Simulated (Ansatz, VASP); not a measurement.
# Two plane-wave programs on MgI2

INCAR

```
PREC = Accurate ; ENCUT = 520
EDIFF = 1E-6 ; ISMEAR = 0
SIGMA = 0.1 ; LREAL = False
LASPH = True ; NELM = 100
ALGO = Normal ; ISIF = 2
LWAVE = False ; LCHARG = False
GGA = CA ; NBANDS = 15
```

File KPOINTS:

```
Automatic mesh
0
Gamma
  6 6 4
```

The input POSCAR:

```
MgI2
1.0
    4.1537001214      0.0000000000      0.0000000000
   -2.0768500607      3.5972098248      0.0000000000
    0.0000000000      0.0000000000      6.8620000000
Mg I
1 2
Direct
    0.0000000000      0.0000000000      0.0000000000
    0.3333333333      0.6666666667      0.7576300000
    0.6666666667      0.3333333333      0.2423700000
```

Input for Ansatz:

```yaml
crystal:
  lattice:
    - [4.1537001214, 0.0, 0.0]
    - [-2.0768500607, 3.5972098248, 0.0]
    - [0.0, 0.0, 6.862]
  atoms:
    - { symbol: Mg, position: [0.0, 0.0, 0.0] }
    - { symbol: I, position: [0.3333333333, 0.6666666667, 0.75763] }
    - { symbol: I, position: [0.6666666667, 0.3333333333, 0.24237] }
basis:
  ecutwfc: 420
kpoints:
  mp_grid: { grid: [6, 6, 4] }
hamiltonian:
  xc: lda
scf:
  occupations: { method: gaussian, width: 0.1 }
output:
  forces: true
  stress: true
  eigenvalues: true
```

Alike in both runs: task single point; functional LDA; k mesh 6 × 6 × 4; occupations gaussian, width 0.1 eV; no spin polarisation.

|  | VASP | Ansatz |
| --- | --- | --- |
| version | VASP 6.6.1 | Ansatz 0.2.0 |
| potentials or method | VASP PAW LDA potentials, release 64 (Mg, I) | scalar-relativistic, plane waves, PAW |
| plane-wave cutoff (eV) | 520 | 420 |
| valence electrons in the cell | 16 | 44 |

|  | VASP | Ansatz | Ansatz less VASP |
| --- | --- | --- | --- |
| gap on the k mesh at the Fermi level (eV) | 3.34 | 3.36 | +0.018 |
| least direct gap on the mesh (eV) | 3.43 | 3.42 | -0.007 |
| pressure (GPa) | -1.5 | -1.4 | +0.10 |
| largest component of the traceless stress (GPa) | 0.22 | 0.20 | -0.018 |
| rms of the force components (eV/Å) | 0.065 | 0.059 | -0.0056 |

Atom by atom the forces differ by 0.006 eV/Å (rms over components). The two sets of potentials don't hold the same shells in valence.

Caveats: spin-orbit coupling is left out, which moves the levels of the heavy elements. LDA gaps usually lie below the measured ones, often by a third to a half. A k mesh can miss the band edges.
